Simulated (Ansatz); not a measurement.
Is this Al structure a true minimum?

The cell was found from a structure generator's guess, not taken from experiment.

All numbers below come from DFT PBE, scalar-relativistic, plane waves, PAW in Ansatz. Cutoff 420 eV; k points 20×20×20 on the computed 1-atom cell (Γ-centred); Gaussian smearing, width 0.10 eV; no spin polarisation.

The cell below (1 atom, space group Pm-3m (No. 221)) is relaxed within its symmetry.

```
Al
1.0
     2.72177    0.00000    0.00000
     0.00000    2.72177    0.00000
     0.00000    0.00000    2.72177
Al
1
Cartesian
  0.0000 0.0000 0.0000
```

For the test a repeat of it with 4 atoms (edges 2.72, 5.44, 5.44 Å) was strained at random (σ = 1.5 % a component), the atoms were moved at random (σ = 0.05 Å), and all was relaxed again on a coarse 8×4×4 mesh (in the run’s order of axes) with 0.20 eV smearing, with no symmetry imposed.

Problem. What happens?

Solution. It doesn't return. The energy falls by 313 meV/atom on that mesh, the volume changes by -17.0 %, and the end has space group C2/c (No. 15) at a loose tolerance. Relaxed again on a 22×22×12 mesh with 0.10 eV smearing, the new structure lies 340 meV/atom below the first (mesh in the axes of the run's cell; the cell below is made exact in the group named). Space group P6_3/mmc (No. 194), hexagonal, a = 2.851 Å, c = 4.729 Å. Al is surrounded by 12 Al at 2.85–2.88 Å.

```cif
data_structure
_symmetry_space_group_name_H-M 'P 1'
_symmetry_Int_Tables_number 1
_cell_length_a 2.8509
_cell_length_b 2.8509
_cell_length_c 4.7292
_cell_angle_alpha 90.000
_cell_angle_beta 90.000
_cell_angle_gamma 120.000
_cell_volume 33.29
loop_
_atom_site_label
_atom_site_type_symbol
_atom_site_fract_x
_atom_site_fract_y
_atom_site_fract_z
_atom_site_occupancy
Al1 Al 0.33333 0.66667 0.25000 1
Al2 Al 0.66667 0.33333 0.75000 1
```
